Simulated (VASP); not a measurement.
Crystal: Rh.

```xyz
2
Lattice="2.6923 0.0000 0.0000 -1.3462 2.3316 0.0000 0.0000 0.0000 4.3966" Properties=species:S:1:pos:R:3 pbc="T T T"
Rh    0.0000    1.5544    1.0992
Rh    1.3462    0.7772    3.2975
```

This isn't the form of Rh at room conditions, which is fcc.

- Program: VASP 6.6.1
- Task: relaxation of cell and atoms
- Functional: PBEsol
- Potentials or basis: VASP PAW PBE potentials, release 64 (Rh_pv)
- Cutoff: 300 eV
- k mesh: 18 × 18 × 10
- Occupations: gaussian, width 0.1 eV
- Spin: no spin polarisation

At the start: pressure -5.6 GPa; volume 13.80 Å³/atom.

**Question.** How do energy, volume and symmetry change on relaxing?

**Answer.** Over 9 steps the energy falls by 6.7 meV/atom and the volume is 13.52 Å³/atom (-2.0 %); space group P6_3/mmc (No. 194, to 0.05 Å).

Step by step:
| step | energy change (eV) | largest force (eV/Å) | pressure (GPa) | volume (Å³) |
| --- | --- | --- | --- | --- |
| 1 | 0.0000 | 0.0000 | -5.62 | 27.60 |
| 2 | 0.0514 | 0.0000 | 16.46 | 25.71 |
| 3 | -0.0120 | 0.0000 | 0.30 | 27.01 |
| 4 | -0.0120 | 0.0000 | 0.42 | 27.00 |
| 5 | -0.0135 | 0.0000 | 0.06 | 27.03 |
| 6 | -0.0135 | 0.0000 | 0.08 | 27.03 |
| 7 | -0.0135 | 0.0000 | 0.07 | 27.03 |
| 8 | -0.0135 | 0.0000 | -0.15 | 27.05 |
| 9 | -0.0135 | 0.0000 | -0.01 | 27.04 |

Final structure:
```xyz
2
Lattice="2.6872 0.0000 0.0000 -1.3436 2.3271 0.0000 0.0000 0.0000 4.3239" Properties=species:S:1:pos:R:3 pbc="T T T"
Rh    0.0000    1.5514    1.0810
Rh    1.3436    0.7757    3.2429
```

Caveat: the cutoff is under 1.25 times the usual one of these potentials, so pressure, stress and relaxed cells hold a basis-set (Pulay) error; the PAW data sets were made with another functional, which shifts forces and pressure a little.
